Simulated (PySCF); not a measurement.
**Unknown compound**

Molecular formula: C4H8. Simulated spectra:

¹H NMR (400 MHz, computed): δ 6.15 (ddt, J = 17.4, 11.2, 7.8 Hz, 1H), 5.38 (dt, J = 17.4, 1.6 Hz, 1H), 5.20 (dt, J = 11.2, 1.2 Hz, 1H), 2.13 (quint of t, J = 7.9, 1.4 Hz, 2H), 1.06 (t, J = 7.9 Hz, 3H).

¹³C{¹H} NMR (computed): δ 150.2 (CH), 120.2 (CH2), 34.1 (CH2), 17.4 (CH3).

PySCF calculation with J couplings at B3LYP/pcJ-1 (without the spin–dipole term), PBE0/pcSseg-1 with gauge-including orbitals and structure optimised with GFN2-xTB; isolated molecule, one conformer, averaged over atoms made equivalent by symmetry, fast rotation or ring inversion, relativity neglected.

Referencing at the same level of theory: ¹H, ¹³C against TMS.

Question: Which of these isomers gave the spectra?
A. C/C=C\C
B. CC1CC1
C. C=CCC

Answer: C. 

The formula gives 1 degree of unsaturation (no ring in the answer). 4 carbon signals for 4 carbons: no two carbons are equivalent. Carbon types of the structure: 1 × CH, 2 × CH2, 1 × CH3, which accounts for all hydrogens. δC 150.2: alkene CH; the olefinic region. δC 120.2: terminal =CH2 carbon; an sp2 carbon of a C=C bond. δC 34.1: allylic sp3 CH2; saturated and bonded to C and H only. δH 6.15: hydrogen on an alkene CH; a vinylic proton, deshielded by the sp2 carbon and the C=C anisotropy. δH 5.38, 5.20: hydrogen on a terminal =CH2 carbon; a vinylic proton, deshielded by the sp2 carbon and the C=C anisotropy. The protons at 5.38 and 6.15 share a coupling of 17.4 Hz (vicinal, trans across C=C). The protons at 5.20 and 6.15 share a coupling of 11.2 Hz (vicinal, cis across C=C). The protons at 2.13 and 1.06 share a coupling of 7.9 Hz (vicinal). The protons at 6.15 and 2.13 share a coupling of 7.8 Hz (vicinal).

The others: C/C=C\C would give 2 carbon signals, not 4; CC1CC1 would give 3 carbon signals, not 4.

Multiplet labels drop couplings under 1 Hz and merge nearly equal ones. Unscaled 3J(H,H) at this level run about 10 % above measured values. Shifts are as computed. Against solution values, carbons near 30 ppm lie about +3 ppm off and those near 130 ppm about +5 ppm. Of 1211 compounds with measured shifts, 218 miss one by over three times the rms of a fit or turn the order of signals round; such compounds aren't used in these exercises. Couplings across =CH–CH2 type bonds come from one rotamer and its mirror image, and can be 1–2 Hz further off.
